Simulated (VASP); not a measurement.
The system is H.

```
H
1.0
    -1.69153    1.69153    2.05847
     1.69153   -1.69153    2.05847
     1.69153    1.69153   -2.05847
H
2
Direct
  0.09014 0.09014 0.00000
  0.90986 0.90986 0.00000
```

Program: VASP 6.6.1. Alike in all runs: cell as given.

Q: Order these runs on this cell by their band gap on the k mesh, lowest first.
A. level PBEsol+rVV10; potentials or basis VASP PAW PBE potentials, release 64 (H_GW); spin non-collinear, antiferromagnetic start; k mesh 8 × 8 × 8; cutoff (eV) 600; smearing fermi-dirac 0.02 eV; other keys PREC = Normal
B. level rev-vdW-DF2; potentials or basis VASP PAW PBE potentials, release 64 (H); spin non-collinear, zero start; k mesh 8 × 8 × 8; cutoff (eV) 520; smearing fermi-dirac 0.02 eV
C. level LDA; potentials or basis VASP PAW LDA potentials, release 54 (H); spin off; k mesh 11 × 11 × 11; cutoff (eV) 520; smearing gaussian 0.02 eV

A: C (8.42 eV), A (8.71 eV), B (8.87 eV).

Caveats: an odd mesh through Γ misses points on the zone boundary, where band edges often lie (some runs).

A k mesh can miss the band edges, odd and even meshes differently.

Runs at the PBE level aren't shown here.
